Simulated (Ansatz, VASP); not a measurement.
CdS (series): VASP beside Ansatz

File INCAR:

```
PREC = Accurate ; ENCUT = 520
EDIFF = 1E-6 ; ISMEAR = 0
SIGMA = 0.02 ; LREAL = False
LASPH = True ; NELM = 100
ALGO = Fast ; ISIF = 2
LWAVE = False ; LCHARG = False
GGA = PE ; NBANDS = 26
```

File KPOINTS:

```
regular mesh
0
Gamma
  6 6 4
```

Contents of POSCAR:

```
CdS
1.0
    4.1500000000      0.0000000000      0.0000000000
   -2.0750000000      3.5940054257      0.0000000000
    0.0000000000      0.0000000000      6.7370000000
Cd S
2 2
Direct
    0.3333333333      0.6666666667      0.0000000000
    0.6666666667      0.3333333333      0.5000000000
    0.3333333333      0.6666666667      0.3750000000
    0.6666666667      0.3333333333      0.8750000000
```

Input for Ansatz:

```yaml
crystal:
  lattice:
    - [4.15, 0.0, 0.0]
    - [-2.075, 3.5940054257, 0.0]
    - [0.0, 0.0, 6.737]
  atoms:
    - { symbol: Cd, position: [0.3333333333, 0.6666666667, 0.0] }
    - { symbol: Cd, position: [0.6666666667, 0.3333333333, 0.5] }
    - { symbol: S, position: [0.3333333333, 0.6666666667, 0.375] }
    - { symbol: S, position: [0.6666666667, 0.3333333333, 0.875] }
basis:
  ecutwfc: 420
kpoints:
  mp_grid: { grid: [6, 6, 4] }
hamiltonian:
  xc: pbe
scf:
  occupations: { method: gaussian, width: 0.02 }
output:
  forces: true
  stress: true
  eigenvalues: true
```

Alike in both runs: task single point; functional PBE; k mesh 6 × 6 × 4; occupations gaussian, width 0.02 eV; no spin polarisation.

```csv
,VASP,Ansatz
version,VASP 6.6.1,Ansatz 0.2.0
potentials or method,"VASP PAW PBE potentials, release 64 (Cd, S)","scalar-relativistic, plane waves, PAW"
plane-wave cutoff (eV),520,420
valence electrons in the cell,36,52
```

|  | VASP | Ansatz | Ansatz less VASP |
| --- | --- | --- | --- |
| gap on the k mesh at the Fermi level (eV) | 1.20 | 1.20 | -0.003 |
| least direct gap on the mesh (eV) | 1.20 | 1.20 | -0.003 |
| pressure (GPa) | 2.4 | 2.1 | -0.34 |
| largest component of the traceless stress (GPa) | 0.43 | 0.42 | -0.015 |
| rms of the force components (eV/Å) | 0.040 | 0.039 | -0.0009 |

Atom by atom the forces differ by 0.001 eV/Å (rms over components). The two sets of potentials don't hold the same shells in valence.
